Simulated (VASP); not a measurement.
# Settings for CdS: self-consistent run

CdS, P1 (no. 1), 2 atoms in the cell. PBE; PAW potentials Cd, S (PBE set). VASP 6.6.1. The atoms are moved at random off their ideal places.

Wanted: energy within 1 meV/atom; forces within 0.005 eV/Å; pressure within 0.1 GPa.

POSCAR:
```
CdS
1.0
    0.0000000000      2.9165000000      2.9165000000
    2.9165000000      0.0000000000      2.9165000000
    2.9165000000      2.9165000000      0.0000000000
Cd S
1 1
Direct
   -0.0002600000     -0.0014860000      0.0027000000
    0.7430660000      0.7532230000      0.7515430000
```

## FFT grids and symmetry tolerance typed by hand

| FFT grids and symmetry tolerance typed by hand | Energy less reference (meV/atom) | Forces, largest deviation (eV/Å) | Pressure (GPa) | SCF iterations | Time (s) |
|---|---|---|---|---|---|
| default | 0.0 | 0.0000 | 3.09 | 15 | 126 |
| NGX, NGY, NGZ = 38, 38, 38 | 0.0 | 0.0000 | 3.09 | 15 | 225 |
| NGX, NGY, NGZ = 24, 24, 24 | 0.0 | 0.0003 | 3.09 | 15 | 52 |
| NGX, NGY, NGZ = 20, 20, 20 | 0.0 | 0.0008 | 3.09 | 15 | 38 |
| NGX, NGY, NGZ = 16, 16, 16 | -3.8 | 0.0021 | 3.28 | 15 | 18 |
| NGXF, NGYF, NGZF = 44, 44, 44 | 0.0 | 0.0003 | 3.09 | 15 | 118 |
| NGXF, NGYF, NGZF = 86, 86, 86 | 0.0 | 0.0001 | 3.09 | 15 | 133 |
| SYMPREC = 0.001 | 0.0 | 0.0000 | 3.09 | 15 | 119 |
| SYMPREC = 1e-08 | 0.0 | 0.0000 | 3.09 | 15 | 114 |
| EWALD_CUTOFF = 2.0 | -1619.1 | 0.1864 | -27.36 | 15 | 111 |
| EWALD_CUTOFF = 8.0 | 0.0 | 0.0000 | 3.09 | 15 | 103 |

## Question

For each series: keep the first row unless others stay within half of the tolerance and take at least 30 % less time, and then take the fastest.

## Answer

- FFT grids and symmetry tolerance typed by hand: NGX, NGY, NGZ = 20, 20, 20

## The input

INCAR:
```
SYSTEM = CdS
ALGO = Normal
EDIFF = 1E-7
ENCUT = 450
ISIF = 2
ISMEAR = 0
LASPH = .True.
LCHARG = .False.
LREAL = .False.
LWAVE = .False.
NELM = 100
NGX = 20
NGY = 20
NGZ = 20
PREC = Accurate
SIGMA = 0.02
```

KPOINTS:
```
k-points
0
Gamma
  7 7 7
```

Commands:
```
cat potpaw_PBE.64/Cd/POTCAR potpaw_PBE.64/S/POTCAR > POTCAR
mpirun -np 1 vasp_std > vasp.out
```

The chosen input took VASP 6.6.1 38 s on 1 core (Intel Xeon Platinum 8488C (Sapphire Rapids)), a shared host.

## An input that fails: an FFT grid typed too coarse

It runs to its end, but against the unchanged starting input it is off by 264.8 meV/atom in the energy, 0.0881 eV/Å in the forces, 7.62 GPa in the pressure.

Changes against the starting input:
```
+ NGX = 10
+ NGY = 10
+ NGZ = 10
```
